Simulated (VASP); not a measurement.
# BN (P6_3/mmc) in VASP: further runs

The runs below take BN through relaxation of cell and atoms, with PBE, PBE+D3(BJ).

Everything below comes from runs of VASP 6.6.1. Logs are shortened: lines on timing, memory, paths and dates and some standing lists are left out, and cuts for length are marked.

**1. Starting point**

Symmetry: P6_3/mmc, No. 194, hexagonal system. The conventional cell has a = 2.498 Å, b = 2.498 Å, c = 6.636 Å, α = 90.00°, β = 90.00°, γ = 120.00°. B (site symmetry -6m2) has 3 N at 1.44 Å as nearest neighbours. Around N (site symmetry -6m2) lie 3 B at 1.44 Å.

**2. Relaxation of cell and atoms, PBE**

File INCAR:

```
SYSTEM = BN
  PREC = Accurate
  ENCUT = 300
  EDIFF = 1E-6
  ISMEAR = 0
  SIGMA = 0.03
  LREAL = .False.
  LASPH = .True.
  NELM = 80
  ALGO = Normal
  ISIF = 3
  LWAVE = .False.
  LCHARG = .False.
  GGA = PE
  IBRION = 2
  NSW = 90
  EDIFFG = -0.01
```

File KPOINTS:

```
Automatic mesh
0
Gamma
  6 6 2
  0 0 0
```

File POSCAR:

```
BN
1.0
    2.4982400000      0.0000000000      0.0000000000
   -1.2491200000      2.1635393048      0.0000000000
    0.0000000000      0.0000000000      6.6357000000
B N
2 2
Direct
    0.3333333333      0.6666666667      0.2500000000
    0.6666666667      0.3333333333      0.7500000000
    0.3333333333      0.6666666667      0.7500000000
    0.6666666667      0.3333333333      0.2500000000
```

Potentials or basis: VASP PAW PBE potentials, release 64 (B_s, N_s).

Run with:

```bash
cat potpaw_PBE.64/B_s/POTCAR potpaw_PBE.64/N_s/POTCAR > POTCAR
mpirun -np 1 vasp_std > vasp.out
```

OUTCAR:

```text
SYSTEM = BN
   PREC = Accurate
   ENCUT = 300
   EDIFF = 1E-6
   ISMEAR = 0
   LREAL = .False.
   LASPH = .True.
   NELM = 80
   ISIF = 3
   GGA = PE
   IBRION = 2
   NSW = 90
   EDIFFG = -0.01

 ion  position               nearest neighbor table
   1  0.333  0.667  0.250-   4 1.44   4 1.44   4 1.44
   2  0.667  0.333  0.750-   3 1.44   3 1.44   3 1.44
   3  0.333  0.667  0.750-   2 1.44   2 1.44   2 1.44
   4  0.667  0.333  0.250-   1 1.44   1 1.44   1 1.44

  LATTYP: Found a hexagonal cell.
 ALAT       =     2.4982400000
 C/A-ratio  =     2.6561499296

  Lattice vectors:

 A1 = (   2.4982400000,   0.0000000000,   0.0000000000)
 A2 = (  -1.2491200000,   2.1635393048,   0.0000000000)
 A3 = (   0.0000000000,   0.0000000000,   6.6357000000)

Analysis of symmetry for initial positions (statically):
=====================================================================
 Subroutine PRICEL returns:
 Original cell was already a primitive cell.

 Routine SETGRP: Setting up the symmetry group for a
 hexagonal supercell.

 Subroutine GETGRP returns: Found 24 space group operations
 (whereof 12 operations were pure point group operations)
 out of a pool of 24 trial point group operations.

The static configuration has the point symmetry D_3d.
 The point group associated with its full space group is D_6h.

Analysis of symmetry for dynamics (positions and initial velocities):
=====================================================================
 Subroutine PRICEL returns:
 Original cell was already a primitive cell.

 Routine SETGRP: Setting up the symmetry group for a
 hexagonal supercell.

 Subroutine GETGRP returns: Found 24 space group operations
 (whereof 12 operations were pure point group operations)
 out of a pool of 24 trial point group operations.

The dynamic configuration has the point symmetry D_3d.
 The point group associated with its full space group is D_6h.

 Subroutine INISYM returns: Found 24 space group operations
 (whereof 12 operations are pure point group operations),
 and found     1 'primitive' translations

----------------------------------------------------------------------------------------

                                     Primitive cell

  volume of cell :      35.8662

  direct lattice vectors                    reciprocal lattice vectors
     2.498240000  0.000000000  0.000000000     0.400281798  0.231102804  0.000000000
    -1.249120000  2.163539305  0.000000000     0.000000000  0.462205608  0.000000000
     0.000000000  0.000000000  6.635700000     0.000000000  0.000000000  0.150700002

  length of vectors
     2.498240000  2.498240000  6.635700000     0.462205608  0.462205608  0.150700002

  position of ions in fractional coordinates (direct lattice)
     0.333333333  0.666666667  0.250000000
     0.666666667  0.333333333  0.750000000
     0.333333333  0.666666667  0.750000000
     0.666666667  0.333333333  0.250000000

  ion indices of the primitive-cell ions
   primitive index   ion index
                 1           1
                 2           2
                 3           3
                 4           4

----------------------------------------------------------------------------------------

 KPOINTS: Automatic mesh

Automatic generation of k-mesh.
 Grid dimensions read from file:
 generate k-points for:    6    6    2

 Generating k-lattice:

  Cartesian coordinates                     Fractional coordinates (reciprocal lattice)
     0.066713633  0.038517134  0.000000000     0.166666667 -0.000000000  0.000000000
     0.000000000  0.077034268  0.000000000     0.000000000  0.166666667  0.000000000
     0.000000000  0.000000000  0.075350001     0.000000000  0.000000000  0.500000000

  Length of vectors
     0.077034268  0.077034268  0.075350001

  Shift w.r.t. Gamma in fractional coordinates (k-lattice)
     0.000000000  0.000000000  0.000000000

 Subroutine IBZKPT returns following result:
 ===========================================

 Found     14 irreducible k-points:

 Following reciprocal coordinates:
            Coordinates               Weight
  0.000000  0.000000  0.000000      1.000000
  0.166667  0.000000  0.000000      6.000000
  0.333333  0.000000  0.000000      6.000000
  0.500000  0.000000  0.000000      3.000000
  0.166667  0.166667  0.000000      6.000000
  0.333333  0.166667  0.000000     12.000000
  0.333333  0.333333  0.000000      2.000000
  0.000000  0.000000  0.500000      1.000000
  0.166667  0.000000  0.500000      6.000000
  0.333333  0.000000  0.500000      6.000000
  0.500000  0.000000  0.500000      3.000000
  0.166667  0.166667  0.500000      6.000000
  0.333333  0.166667  0.500000     12.000000
  0.333333  0.333333  0.500000      2.000000
   k-points           NKPTS =     14   k-points in BZ     NKDIM =     14   number of bands    NBANDS=     12
   number of dos      NEDOS =    301   number of ions     NIONS =      4
   total plane-waves  NPLWV =   7840
   dimension x,y,z NGX =    14 NGY =   14 NGZ =   40
   dimension x,y,z NGXF=    28 NGYF=   28 NGZF=   80
   ions per type =               2   2
   NGX,Y,Z   is equivalent  to a cutoff of   9.32,  9.32, 10.02 a.u.
   NGXF,Y,Z  is equivalent  to a cutoff of  18.63, 18.63, 20.04 a.u.
 SYSTEM =  BN
   PREC   = accura    normal or accurate (medium, high low for compatibility)
   ISTART =      0    job   : 0-new  1-cont  2-samecut
   ICHARG =      2    charge: 1-file 2-atom 10-const
   ISPIN  =      1    spin polarized calculation?
   LNONCOLLINEAR =      F non collinear calculations
   LSORBIT =      F    spin-orbit coupling
   LASPH  =      T    aspherical Exc in radial PAW
   ENCUT  =  300.0 eV  22.05 Ry    4.70 a.u.   3.53  3.53  9.37*2*pi/ulx,y,z
   NELM   =     80;   NELMIN=  2; NELMDL= -5     # of ELM steps
   EDIFF  = 0.1E-05   stopping-criterion for ELM
   LREAL  =      F    real-space projection
   EDIFFG = -.1E-01   stopping-criterion for IOM
   NSW    =     90    number of steps for IOM
   IBRION =      2    ionic relax: 0-MD 1-quasi-New 2-CG
   NFREE  =      1    steps in history (QN), initial steepest desc. (CG)
   ISIF   =      3    stress and relaxation
   ISYM   =      2    0-nonsym 1-usesym 2-fastsym
   POTIM  = 0.5000    time-step for ionic-motion
   TEBEG  =    0.0;   TEEND  =   0.0 temperature during run
   PSTRESS=    0.0 pullay stress
   NELECT =      16.0000    total number of electrons
   NUPDOWN=      -1.0000    fix difference up-down
   EMIN   =  10.00;   EMAX   =-10.00  energy-range for DOS
   EFERMI =   0.00;   METHOD = LEGACY
   ISMEAR =     0;   SIGMA  =   0.03  broadening in eV -4-tet -1-fermi 0-gaus
   EFERMI_NEDOS =   21; number of points for ismear=-14 and -15
   IALGO  =     38    algorithm
   IMIX   =      4    mixing-type and parameters
     AMIX     =   0.40;   BMIX     =  1.00
     AMIX_MAG =   1.60;   BMIX_MAG =  1.00
  volume/ion in A,a.u.               =       8.97        60.51
  Fermi-wavevector in a.u.,A,eV,Ry     =   1.250891  2.363842 21.289433  1.564729
  Thomas-Fermi vector in A             =   2.384864
   LORBIT       =      0    0 simple, 1 ext, 2 COOP (PROOUT), +10 PAW based schemes
   GGA     = PE    functional components
   LHFCALC =     F    Hartree Fock is set to
   AEXX    =    0.0000 exact exchange contribution
   IVDW    =     0    specifies the selected vdW correction
   LEPSILON=     F    determine dielectric tensor
   LRPA    =     F    only Hartree local field effects (RPA)
 conjugate gradient relaxation of ions
 non-spin polarized calculation
 Gauss-broadening in eV      SIGMA  =   0.03
  energy-cutoff  :      300.00
  volume of cell :       35.87
 maximum number of plane-waves:       450
   NGX =  7   NGY =  7   NGZ = 19

--------------------------------------- Ionic step        1  -------------------------------------------

 number of electron      16.0000004 magnetization

 Free energy of the ion-electron system (eV)
  ---------------------------------------------------
  ext. energy  EPLUGINS =         0.00000000
  ---------------------------------------------------
  free energy    TOTEN  =       -35.03050621 eV

  energy without entropy =      -35.03050621  energy(sigma->0) =      -35.03050621

 E-fermi :   3.6866     XC(G=0): -10.0435

 val. band max:        3.5514479730   @ k =   0.3333   0.3333   0.5000
 cond. band min:       7.8448072470   @ k =   0.5000   0.0000   0.0000
 fundamental gap:      4.2933592740
 Fermi energy:         3.6866365094

 k-point     1 :       0.0000    0.0000    0.0000
  band No.  band energies     occupation
      1     -14.3075      2.00000
      2     -14.0140      2.00000
      3      -2.7099      2.00000
      4      -0.5796      2.00000
      5       2.2188      2.00000
      6       2.2188      2.00000
      7       2.2649      2.00000
      8       2.2649      2.00000
      9       8.8168      0.00000
     10      13.8976      0.00000
     11      15.1935      0.00000
     12      15.2714      0.00000
[... 456 lines left out ...]
  energy  without entropy=      -35.0456010569  energy(sigma->0) =      -35.04560106

--------------------------------------- Ionic step        8  -------------------------------------------

 number of electron      16.0000001 magnetization

 Free energy of the ion-electron system (eV)
  ---------------------------------------------------
  ext. energy  EPLUGINS =         0.00000000
  ---------------------------------------------------
  free energy    TOTEN  =       -35.04591057 eV

  energy without entropy =      -35.04591057  energy(sigma->0) =      -35.04591057

 E-fermi :   3.4930     XC(G=0):  -9.9061

 val. band max:        3.3100236428   @ k =   0.3333   0.3333   0.5000
 cond. band min:       7.5886629100   @ k =   0.5000   0.0000   0.0000
 fundamental gap:      4.2786392672
 Fermi energy:         3.4929516196

 k-point     1 :       0.0000    0.0000    0.0000
  band No.  band energies     occupation
      1     -14.4049      2.00000
      2     -14.1403      2.00000
      3      -2.7833      2.00000
      4      -0.7809      2.00000
      5       1.9501      2.00000
      6       1.9501      2.00000
      7       1.9935      2.00000
      8       1.9935      2.00000
      9       8.4885      0.00000
     10      13.4154      0.00000
     11      14.7641      0.00000
     12      14.7652      0.00000
[... 224 lines left out ...]
  FREE ENERGIE OF THE ION-ELECTRON SYSTEM (eV)
  ---------------------------------------------------
  free  energy   TOTEN  =       -35.0459105725 eV

  energy  without entropy=      -35.0459105725  energy(sigma->0) =      -35.04591057

 reached required accuracy - stopping structural energy minimisation
```

Run time: 12 s. Hardware: 1 thread of Intel Xeon Platinum 8488C (Sapphire Rapids), shared host; peak memory 0.11 GiB.

The run converged, but some of its settings lie outside the range that counts as converged, so its numbers aren't taken as properties of the crystal.

Results:

| Quantity | Value |
| --- | --- |
| Free energy | -35.0459 eV |
| Relaxed volume | 9.23 Å³/atom |
| Relaxed cell | a = 2.517 Å, b = 2.517 Å, c = 6.731 Å, α = 90.00°, β = 90.00°, γ = 120.00° |
| Space group after relaxing (to 0.05 Å) | P6_3/mmc (No. 194) |
| Energy gained by relaxing | 3.9 meV/atom |
| Ionic steps | 8 |
| Band gap on the k mesh | 4.28 eV, indirect (least direct gap 4.62 eV) |

Caveat: the k mesh is coarse (spacing up to 0.48 Å⁻¹), so the values aren't converged; the cutoff is under 1.25 times the usual one of these potentials, so pressure, stress and relaxed cells hold a basis-set (Pulay) error; this functional lacks dispersion, which binds the layers, so the pressure and a relaxed spacing across them are unreliable.

**3. Relaxation of cell and atoms, PBE**

This run uses another cell than the first one, of 9.23 Å³/atom, 1.029 times its volume.

Edit INCAR of step 2 so:

```diff
@@ -3,3 +3,3 @@
   ENCUT = 300
-  EDIFF = 1E-6
+  EDIFF = 1E-7
   ISMEAR = 0
@@ -16,2 +16,2 @@
   NSW = 90
-  EDIFFG = -0.01
+  EDIFFG = -0.005
```

KPOINTS is that of step 2.

File POSCAR:

```
BN                                      
1.0
    2.5165127466      0.0000000000     -0.0000000000
   -1.2582563733      2.1793639675      0.0000000000
   -0.0000000000     -0.0000000000      6.7305762192
  B               N             
     2     2
Direct
     0.3333333332999970    0.6666666667000030    0.2500000000000000
     0.6666666667000030    0.3333333332999970    0.7500000000000000
     0.3333333332999970    0.6666666667000030    0.7500000000000000
     0.6666666667000030    0.3333333332999970    0.2500000000000000
```

Potentials or basis: VASP PAW PBE potentials, release 64 (B_s, N_s).

Run with:

```bash
cat potpaw_PBE.64/B_s/POTCAR potpaw_PBE.64/N_s/POTCAR > POTCAR
mpirun -np 1 vasp_std > vasp.out
```

Run time: 16 s. Hardware: 1 thread of Intel Xeon Platinum 8488C (Sapphire Rapids), shared host; peak memory 0.11 GiB.

These settings aren't checked as converged: the numbers below hold their error.

What came out:

- Free energy: -35.0613 eV
- Relaxed volume: 9.33 Å³/atom
- Relaxed cell: a = 2.517 Å, b = 2.517 Å, c = 6.802 Å, α = 90.00°, β = 90.00°, γ = 120.00°
- Space group after relaxing (to 0.05 Å): P6_3/mmc (No. 194)
- Energy gained by relaxing: 0.2 meV/atom
- Ionic steps: 11
- Band gap on the k mesh: 4.29 eV, indirect (least direct gap 4.62 eV)

Caveat: the k mesh is coarse (spacing up to 0.48 Å⁻¹), so the values aren't converged; the cutoff is under 1.25 times the usual one of these potentials, so pressure, stress and relaxed cells hold a basis-set (Pulay) error; this functional lacks dispersion, which binds the layers, so the pressure and a relaxed spacing across them are unreliable.

**4. Relaxation of cell and atoms, PBE+D3(BJ)**

File INCAR:

```
PREC = Accurate
ENCUT = 600
EDIFF = 1E-6
ISMEAR = 0
SIGMA = 0.03
LREAL = False
LASPH = True
NELM = 80
ALGO = Normal
ISIF = 3
LWAVE = False
LCHARG = False
GGA = PE
IVDW = 12
IBRION = 2
NSW = 90
EDIFFG = -0.01
```

File KPOINTS:

```
regular mesh
0
Gamma
  12 12 4
```

File POSCAR:

```
BN
1.0
    2.4982400000      0.0000000000      0.0000000000
   -1.2491200000      2.1635393048      0.0000000000
    0.0000000000      0.0000000000      6.6357000000
B N
2 2
Direct
    0.3333333333      0.6666666667      0.2500000000
    0.6666666667      0.3333333333      0.7500000000
    0.3333333333      0.6666666667      0.7500000000
    0.6666666667      0.3333333333      0.2500000000
```

Potentials or basis: VASP PAW PBE potentials, release 64 (B, N).

Run with:

```bash
cat potpaw_PBE.64/B/POTCAR potpaw_PBE.64/N/POTCAR > POTCAR
mpirun -np 1 vasp_std > vasp.out
```

Wall time 3 min (1 thread of AMD EPYC 7R43 (Zen 3), shared host); peak memory 0.14 GiB.

The run converged. Its results:

- Free energy: -35.7241 eV
- Relaxed volume: 8.95 Å³/atom
- Relaxed cell: a = 2.506 Å, b = 2.506 Å, c = 6.584 Å, α = 90.00°, β = 90.00°, γ = 120.00°
- Space group after relaxing (to 0.05 Å): P6_3/mmc (No. 194)
- Energy gained by relaxing: 0.7 meV/atom
- Ionic steps: 7
- Pressure after relaxing: 0.0 GPa
- Band gap on the k mesh: 4.26 eV, indirect (least direct gap 4.63 eV)
- Dispersion energy per atom: -0.142 eV

Stress tensor (GPa, compression positive):
```
 0.05  0.00  0.00
 0.00  0.05  0.00
 0.00  0.00 -0.11
```

Step by step:
```csv
step,energy change (eV),largest force (eV/Å),pressure (GPa),volume (Å³)
1,0.0000,0.0000,2.26,35.87
2,0.0069,0.0000,-4.50,36.53
3,-0.0026,0.0000,-0.12,36.09
4,-0.0026,0.0000,-0.09,36.09
5,-0.0027,0.0000,-0.07,36.06
6,-0.0028,0.0000,-0.05,35.98
7,-0.0030,0.0000,-0.01,35.82
```

Final structure:
```xyz
4
Lattice="2.5063 0.0000 0.0000 -1.2531 2.1705 0.0000 0.0000 0.0000 6.5843" Properties=species:S:1:pos:R:3 pbc="T T T"
B     0.0000    1.4470    1.6461
B     1.2531    0.7235    4.9382
N     0.0000    1.4470    4.9382
N     1.2531    0.7235    1.6461
```

Levels at points of the mesh, in eV from the valence-band top:
```tsv
k point	band 5	band 6	band 7	band 8	band 9	band 10	band 11	band 12
(0.00, 0.00, 0.00)	-1.34	-1.34	-1.30	-1.30	5.31	10.40	11.52	11.52
(0.50, 0.00, 0.00)	-4.14	-4.07	-1.47	-0.41	4.26	5.67	9.51	9.92
(0.00, 0.00, 0.50)	-1.32	-1.32	-1.32	-1.32	7.72	7.72	11.58	11.58
(0.50, 0.00, 0.50)	-4.11	-4.11	-0.92	-0.92	4.73	4.73	9.89	9.89
```

A k mesh can miss the band edges.

(Part 1 of 2 ends here.)
